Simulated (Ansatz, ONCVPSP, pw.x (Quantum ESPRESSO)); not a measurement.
**Pd: does the ONCV potential hold in the solid?**

palladium (Pd), optimised norm-conserving Vanderbilt (ONCV), made with ONCVPSP 4.0.1.1 (patched build) (PBE, scalar-relativistic). Core [Ar] 3d10, reference 4s2 4p6 4d10. Waves: 4s: rc 1.50 bohr, ncon 4, nbas 8, qcut 9.2 1/bohr, 3 projectors, debl 0.5 Ha; 4p: rc 1.25 bohr, ncon 3, nbas 8, qcut 12.1 1/bohr, 1 projector; 4d: rc 1.70 bohr, ncon 4, nbas 8, qcut 9 1/bohr, 1 projector. Local part: polynomial inside 0.95 bohr (lpopt 5, dvloc0 4 Ha). Core correction: none.

In the s channel the program set the typed energies aside and used -3.136, 0.250, 0.750 Ha.

Crystal test: bcc Pd in pw.x 7.5, no spin, 15³ k-points, Fermi–Dirac smearing 0.01 Ry, cutoffs 130/520 Ry. The reference is all-electron LAPW (Ansatz 0.2.0) with the same functional, mesh and smearing; V0 and B0 come from Birch–Murnaghan fits to the pressures at five volumes. Errors are pseudo minus all-electron; Δ is the rms difference of the E(V) curves that follow from these fits, minima aligned, over ±6 % about the mean V0. Mesh and smearing are coarse, so the numbers serve the comparison and aren't converged zero-temperature values; the lattice is a test structure that the element need not adopt.

All-electron: a0 = 3.140 Å (V0 = 15.49 Å³/atom), B0 = 161.1 GPa.

Q: How far does the potential miss the all-electron equation of state?

A: mean pressure error (GPa): -0.90; a0 (Å): 3.135; a0 error (%): -0.18; B0 error (%): +2.0; Δ (meV/atom): 3.0. Atomic configuration tests: 2 of 4 tests not solved or not reliable.

```tsv
V (Å³/atom)	P all-electron (GPa)	P pseudo (GPa)
14.737	9.15	8.15
15.125	4.05	3.12
15.513	-0.29	-1.19
15.901	-3.96	-4.81
16.289	-7.08	-7.89
```

Q: At the middle volume, how do free energy and pressure move when the wave cutoff is lowered (ecutrho kept at four times it)?

A:

```tsv
cutoff (Ry)	shift of F (meV/atom)	shift of P (GPa)
58	+3086.1	-88.78
78	+592.8	-29.99
104	+30.7	-2.94
```

The run at the middle volume (120 k-points, 10 iterations) took about 2.1 min on one core of a shared host (Neoverse-N1, 64 threads, 124 GiB, load 51).
